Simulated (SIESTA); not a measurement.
Pb:

```
Pb
1.0
     0.00000    3.43900    3.43900
     3.43900    0.00000    3.43900
     3.43900    3.43900    0.00000
Pb
2
Direct
  0.25000 0.25000 0.25000
  0.00000 0.00000 0.00000
```

This isn't the form of Pb at room conditions, which is fcc.

- Program: SIESTA 5.4.2
- Task: relaxation of cell and atoms
- Functional: PBE
- Potentials or basis: PseudoDojo 0.4 standard (PBE files)
- Basis: DZ (energy shift 0.003 Ry; two zetas on semicore shells)
- Grid cutoff: 500 Ry
- Energy shift: 0.003 Ry
- k mesh: 5 × 5 × 5
- Occupations: fermi-dirac, width 0.05 eV
- Spin: no spin polarisation

At the start: pressure 2.8 GPa; volume 40.67 Å³/atom.

Q: Where does the relaxation end?

A: Over 4 steps the energy falls by 27.4 meV/atom and the volume is 44.09 Å³/atom (+8.4 %); space group Fd-3m (No. 227, to 0.05 Å).

Step by step:
```csv
step,energy change (eV),largest force (eV/Å),pressure (GPa),volume (Å³)
1,0.0000,0.0001,2.80,81.34
2,-0.0370,0.0002,1.49,84.19
3,-0.0542,0.0002,-0.25,88.89
4,-0.0548,0.0003,-0.03,88.18
```

Final structure:
```yaml
crystal:
  lattice:
    - [0.00023, 3.53283, 3.53283]
    - [3.53283, 0.00023, 3.53283]
    - [3.53283, 3.53283, 0.00023]
  atoms:
    - { symbol: Pb, position: [0.24999, 0.24999, 0.24999] }
    - { symbol: Pb, position: [0.00001, 0.00001, 0.00001] }
```

Caveat: the basis has no polarisation orbitals; the basis of atomic orbitals isn't converged, which shifts pressures, moduli and gaps.
